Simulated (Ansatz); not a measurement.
# BN: the cost of one run

Computed with Ansatz 0.2.0 (DFT PBE, scalar-relativistic, plane waves, PAW, unless a step's input says otherwise).

2 further runs of the same task are left out: 2 set aside as unsound or not needed. Runs told in other sessions of the task aren't counted.

## (1) Starting point

The structure is hexagonal, space group P6_3mc (No. 186). The conventional cell has a = 2.555 Å, b = 2.555 Å, c = 4.225 Å, α = 90.00°, β = 90.00°, γ = 120.00°. B (site symmetry 3m) has 4 N at 1.57 to 1.58 Å in its first shell of neighbours. N (site symmetry 3m) has 4 B at 1.57 to 1.58 Å in its first shell of neighbours.

As a file:

```cif
data_structure
_symmetry_space_group_name_H-M 'P6_3mc'
_symmetry_Int_Tables_number 186
_cell_length_a 2.5546
_cell_length_b 2.5546
_cell_length_c 4.2245
_cell_angle_alpha 90.000
_cell_angle_beta 90.000
_cell_angle_gamma 120.000
_cell_volume 23.88
loop_
_atom_site_label
_atom_site_type_symbol
_atom_site_symmetry_multiplicity
_atom_site_Wyckoff_symbol
_atom_site_fract_x
_atom_site_fract_y
_atom_site_fract_z
_atom_site_occupancy
B1 B 2 b 0.66667 0.33333 0.00019 1
N1 N 2 b 0.66667 0.33333 0.37481 1
```

It goes back to an entry of the Materials Project, which need not be the stable form.

It is built from the cell relaxed beforehand with the same method (5.97 Å³/atom).

## (2) The reference cell

The cell is repeated 3 times, 12 atoms in all. The reference gives a free energy of -3253.4484 eV, pressure -0.01 GPa, largest force 0.001 eV/Å and gap on the mesh 5.42 eV. It was computed beforehand with the settings of the runs below.

## (3) Setting up a stacking-fault curve

The cut lies on the cell's a–b face, a (0 0 1) plane of area 5.65 Å², between layers 1.58 Å apart (N below, B above); the cell is 12.7 Å thick. Vector c is tilted by f times 1·a + 0·b (length 2.555 Å) with the atoms' Cartesian places fixed: one unrelaxed fault per cell.

## (4) f = 0.200

input.yaml

```yaml
crystal:
  lattice:
    - [-2.554580096, 0.0, 0.0]
    - [-1.277290048, -2.2123312592, 0.0]
    - [-0.5109160192, 0.0, 12.6735436055]
  atoms:
    - { symbol: B, position: [0.620842943, 0.6666666667, 0.2291186182] }
    - { symbol: B, position: [0.5541762764, 0.6666666667, 0.5624519516] }
    - { symbol: B, position: [0.4875096097, 0.6666666667, 0.8957852849] }
    - { symbol: B, position: [0.320842943, 0.3333333333, 0.0624519516] }
    - { symbol: B, position: [0.2541762764, 0.3333333333, 0.3957852849] }
    - { symbol: B, position: [0.1875096097, 0.3333333333, 0.7291186182] }
    - { symbol: "N", position: [0.645817057, 0.6666666667, 0.1042480484] }
    - { symbol: "N", position: [0.5791503903, 0.6666666667, 0.4375813818] }
    - { symbol: "N", position: [0.5124837236, 0.6666666667, 0.7709147151] }
    - { symbol: "N", position: [0.145817057, 0.3333333333, 0.9375813818] }
    - { symbol: "N", position: [0.2791503903, 0.3333333333, 0.2709147151] }
    - { symbol: "N", position: [0.2124837236, 0.3333333333, 0.6042480484] }
basis:
  ecutwfc: 420
kpoints:
  mp_grid: { grid: [10, 10, 2] }
hamiltonian:
  xc: pbe
scf:
  occupations: { method: gaussian, width: 0.05 }
output:
  forces: true
  stress: true
  eigenvalues: true
```

Command:

```console
$ ansatz run input.yaml --threads 2 --pin off --max-ram 5120MiB --backend cpu --events-out ev --progress --plain --runs-dir out
```

**Question.** How long does this run take on 2 threads of Intel Xeon Platinum 8259CL at 2.50GHz (Skylake/Cascade Lake), shared host, and how much memory does it need?

About 13 s, with a peak of 0.51 GiB.
